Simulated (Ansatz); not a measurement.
# BN (R3m) in Ansatz: single point with RPBE

Aim: the single point of BN with RPBE.

Program: Ansatz 0.2.0. These are calculated values, not measurements. Logs are shortened: lines on timing, memory, paths and dates and some standing lists are left out, and cuts for length are marked.

**1. The crystal as given**

It takes space group R3m (No. 160, trigonal). The conventional cell has a = 2.502 Å, b = 2.502 Å, c = 10.119 Å, α = 90.00°, β = 90.00°, γ = 120.00°. Around N (site symmetry 3m) lie 3 B at 1.44 Å. B (site symmetry 3m) has 3 N at 1.44 Å as nearest neighbours.

The cell is a database's computed one.

**2. Single point, RPBE**

Input file input.yaml:

```yaml
crystal:
  lattice:
    - [1.2511217832, 0.7223354983, 3.3729344033]
    - [-1.2511217832, 0.7223354983, 3.3729344033]
    - [0.0, -1.4446709966, 3.3729344033]
  atoms:
    - { symbol: "N", position: [0.6672382, 0.6672382, 0.6672382] }
    - { symbol: B, position: [0.0003288, 0.0003288, 0.0003288] }
kpoints:
  mp_grid: { grid: [12, 12, 12] }
scf:
  occupations: { method: gaussian, width: 0.1 }
hamiltonian:
  xc: rpbe
  pseudopotentials: { kind: all_electron, lapw: { basis_error: 0.001 } }
output:
  forces: true
  stress: true
  eigenvalues: true
```

Potentials or basis: all-electron LAPW, scalar-relativistic.

Command:

```sh
> ansatz run input.yaml --threads 1 --pin off --max-ram 3072MiB --backend cpu --events-out ev --progress --plain --runs-dir out
```

The program printed:

```text
Warning: RAYON_NUM_THREADS=1 ignored (pool sized by the plan → 1); use --threads N
LAPW: plane waves up to 11.717 Å⁻¹, error target 1.0e-3 eV per atom; small_component_spin mean_spin; B in spheres of 0.682 Å, 5 of its electrons in bands, Dirac shells []; N in spheres of 0.763 Å, 7 of its electrons in bands, Dirac shells [] (how accurate: hamiltonian.pseudopotentials.lapw.basis_error, Limitations)
Engine: ansatz 0.2.0, aarch64-unknown-linux-gnu
Pseudopotentials: kind: all_electron
Pseudopotential: N, LAPW, valence charge 7, lapw/all_electron/scalar/gaussian/N, Koelling and Harmon's equation, gaussian nucleus
Pseudopotential: B, LAPW, valence charge 5, lapw/all_electron/scalar/gaussian/B, Koelling and Harmon's equation, gaussian nucleus
Functional definition: RPBE
  parameter kappa = 0.804
  parameter beta = 0.06672455060314922
  exchange = rpbe_x(kappa = kappa, mu = beta*pi^2/3)
  correlation = pbe_c(beta = beta)
Crystal: 2 atoms, lattice volume = 18.289 Å³
Basis set: ecut = 523.1002135174264 eV, 517 PW (Γ), FFT grids on a1−a3, a2−a3, a3, exchange–correlation at level 2
Bands: 10, of which v1, the nominal top of the filled ones, is band 6 counted from 1 (5 counted from 0)
Symmetry: 6 space group operations
Space group: R3m (ITA 160), of the structure as read, at distance tolerance 2.6e-5 Å
k-points: 189 of 1728 (time reversal used)
Non-local potential: N, projectors of the file, none
Non-local potential: B, projectors of the file, none
Initial density: superposition of atomic densities (chi_scale 0.1, normalization cell, long waves kept (reshape's long-wave potential 0.00 eV rms))
Initial wavefunctions: plane waves of lowest kinetic energy (no species holds an atomic orbital)
Functional: x = rpbe, c = pbe(β = 0.06672455060314922)
iter 1 solved again at ethr=3.57e-2 eV; its pass at ethr=1.00e-1 eV (dr2=4.28e0 eV) is discarded
SCF iter   1: F=—  HF=-2173.124819 eV  |F-HF|=—  |Δ(HF+E_count)|=         —  Δρ=1.53e-1  dr2=4.28e0  ethr=3.57e-2  ⟨swp⟩=2.0  Hψ=13442  notcnv=0
preconditioner: auto → none  [insulator: Δε(μ)=6.143 eV  Ē_g=20.029 eV  σ=0.100 eV  W_gap=1.00  n_scr=2 (ndim 8)  ℏωp=24.6 eV  f_vac=0.000  D(μ)=0.00/eV (n_scr^D=0)  ε∞_Penn≈2.5]
iter 2 solved again at ethr=2.94e-3 eV; its pass at ethr=3.57e-2 eV (dr2=3.53e-1 eV) is discarded
SCF iter   2: F=—  HF=-2171.573517 eV  |F-HF|=—  |Δ(HF+E_count)|=    1.55e0  Δρ=5.68e-2  dr2=3.53e-1  ethr=2.94e-3  ⟨swp⟩=2.0  Hψ=10076  notcnv=0
SCF iter   3: F=—  HF=-2171.424014 eV  |F-HF|=—  |Δ(HF+E_count)|=   1.50e-1  Δρ=2.27e-2  dr2=6.54e-2  ethr=2.94e-3  ⟨swp⟩=2.8  Hψ=5210  notcnv=0
SCF iter   4: F=—  HF=-2171.417442 eV  |F-HF|=—  |Δ(HF+E_count)|=         —  Δρ=5.42e-3  dr2=3.21e-3  ethr=5.45e-4  ⟨swp⟩=3.0  Hψ=5479  notcnv=0
the basis was enlarged: its passes take 88.1 KiB over the memory plan, 1 of 1 planned eigensolver slots
SCF iter   5: F=—  HF=-2171.418338 eV  |F-HF|=—  |Δ(HF+E_count)|=   8.96e-4  Δρ=6.22e-4  dr2=3.75e-5  ethr=2.67e-5  ⟨swp⟩=3.0  Hψ=4869  notcnv=0
SCF iter   6: F=—  HF=-2171.418375 eV  |F-HF|=—  |Δ(HF+E_count)|=   3.72e-5  Δρ=4.13e-5  dr2=1.61e-7  ethr=3.12e-7  ⟨swp⟩=3.0  Hψ=4979  notcnv=0
SCF iter   7: F=-2171.418376 eV  HF=-2171.418376 eV  |F-HF|=1.74e-9  |Δ(HF+E_count)|=   4.96e-7  Δρ=5.01e-6  dr2=6.52e-9  ethr=1.34e-9  ⟨swp⟩=3.0  Hψ=4961  notcnv=0
SCF 1 converged in 7 iterations: F = -2171.418376 eV  dr2 = 6.52e-9
SCF converged after 7 iterations
Free energy (F): -2171.418376 eV
Harris-Foulkes:  -2171.418376 eV  (|F-HF|=1.74e-9)
Internal energy: -2171.418376 eV  (E = F + TS)
E sigma→0 (E₀):  -2171.418376 eV
Fermi energy:    7.084001 eV
--- Per-component energies (eV) ---
  E_band       = -1092.166865
  E_kinetic    = 2166.963209
  E_xc         = -302.498709
  E_electrostatic = -4035.882875  (all electrons and nuclei)
  E_smearing   = -0.000000  (= −TS)
  E_closure    = 0.000000  (closes the sum)
  E_atoms      = -2154.646641  (free atoms, spherical and without spin; not in F)
  Σ components = -2171.418376   (vs F -2171.418376, Δ=0.00e0)
  Basis errors (estimates in eV, not in F): energy 6.6e-4 per atom: plane waves 6.2e-4 (3.9e-4 summed), levels above the bands 0.0e0, relativity 1.3e-8, radial functions 4.6e-5, core shells 0.0e0; eigenvalues (radial functions only) 4.9e-6; not estimated: angular momenta, meshes, grids; target (lapw.basis_error) 1.0e-3; muffin-tin radii B 0.682 Å, N 0.763 Å
--- Forces (eV/Å), atoms counted from 1 ---
  atom   1  N      0.00000000     0.00000000    -0.00328743
  atom   2  B      0.00000000     0.00000000     0.00337742
  max |Σ_I F_I| component: 9.00e-5 eV/Å
--- Stress (GPa, compression-positive) ---
        8.770024       0.000000       0.000000
        0.000000       8.770024       0.000000
       -0.000000      -0.000000       4.417415
  P = ⅓ Tr σ = 7.3192 GPa (73.192 kbar)
--- Band table (eV; the first three rows and the last of 189) ---
  k-point 0: bands = ["-369.9593", "-167.1766", "-12.9602", "0.7050", "3.6080", "3.6080", "10.3285", "16.6268", "16.6268", "18.1281"]
  k-point 1: bands = ["-369.9593", "-167.1766", "-12.8226", "0.8547", "3.0367", "3.3509", "10.6110", "16.5585", "17.2217", "17.6495"]
  k-point 2: bands = ["-369.9593", "-167.1765", "-12.4173", "1.2885", "1.6145", "2.7246", "11.3502", "16.3184", "16.4809", "18.8400"]
  k-point 188: bands = ["-369.9593", "-167.1765", "-12.7109", "-1.1839", "3.5910", "3.5910", "15.2250", "16.5584", "16.5584", "17.1363"]
```

Wall time 30 s (1 thread of Arm Neoverse V2, shared host); peak memory 0.4 GiB.

Results:

| Property | Result |
| --- | --- |
| Free energy | -2171.4184 eV |
| Pressure | 7.3 GPa |
| Largest force | 0.003 eV/Å |
| Band gap on the k mesh | 4.39 eV, indirect (least direct gap 4.77 eV) |

Forces in eV/Å, atoms in the order of the input:
```
N    0.000  0.000 -0.003
B    0.000  0.000  0.003
```
